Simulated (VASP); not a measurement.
Here is a VASP 6.6.1 calculation.

INCAR

```
SYSTEM = Sb
PREC = Accurate
ENCUT = 450
EDIFF = 1E-6
ISMEAR = 0
SIGMA = 0.02
LREAL = .FALSE.
LASPH = .TRUE.
NELM = 100
ALGO = Normal
ISIF = 2
LWAVE = .FALSE.
LCHARG = .FALSE.
GGA = PE
```

Contents of KPOINTS:

```
regular mesh
0
G
  4 4 3
  0 0 0
```

The input POSCAR:

```
Sb
1.0
    3.3545324186      0.0000000000      0.0000000000
   -1.6772662093      2.9051102923      0.0000000000
    0.0000000000      0.0000000000      5.4701606500
Sb
2
Direct
    0.6666666667      0.3333333333      0.7500000000
    0.3333333333      0.6666666667      0.2500000000
```

Potentials or basis: VASP PAW PBE potentials, release 64 (Sb_d_GW).

Command:

```bash
$ cat potpaw_PBE.64/Sb_d_GW/POTCAR > POTCAR
$ mpirun -np 1 vasp_std > vasp.out
```

(1) Estimate the pressure.

(2) Predict the band gap on the k mesh.

Results:

(1) 2.0 GPa.

(2) none (metal or under the smearing width).

Caveat: the k mesh is coarse (spacing up to 0.54 Å⁻¹), so the values aren't converged.
